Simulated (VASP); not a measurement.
Crystal: CdO (Monteponite).

```
CELL_PARAMETERS angstrom
0.00000 2.35240 2.35240
2.35240 0.00000 2.35240
2.35240 2.35240 0.00000
ATOMIC_POSITIONS crystal
Cd 0.00000 0.00000 0.00000
O 0.50000 0.50000 0.50000
```

Base run:

| Quantity | Value |
| --- | --- |
| Program | VASP 6.6.1 |
| Functional | HSE06 |
| Potentials or basis | VASP PAW PBE potentials, release 64 (Cd, O) |
| Cutoff | 520 eV |
| k mesh | 8 × 8 × 8 |
| Occupations | gaussian, width 0.03 eV |
| Spin | no spin polarisation |

Its results: pressure 1.7 GPa.

Task: The run is repeated on the same cell with these changes: functional from HSE06 to PBE; further incar settings from ALGO = Normal; EDIFF = 1e-06; NBANDS = 16 to ALGO = Fast; EDIFF = 1e-06; NBANDS = 16. What comes out?

Result: Pressure 7.0 GPa.

Caveats: the PAW data sets were made with another functional, which shifts forces and pressure a little (some runs).
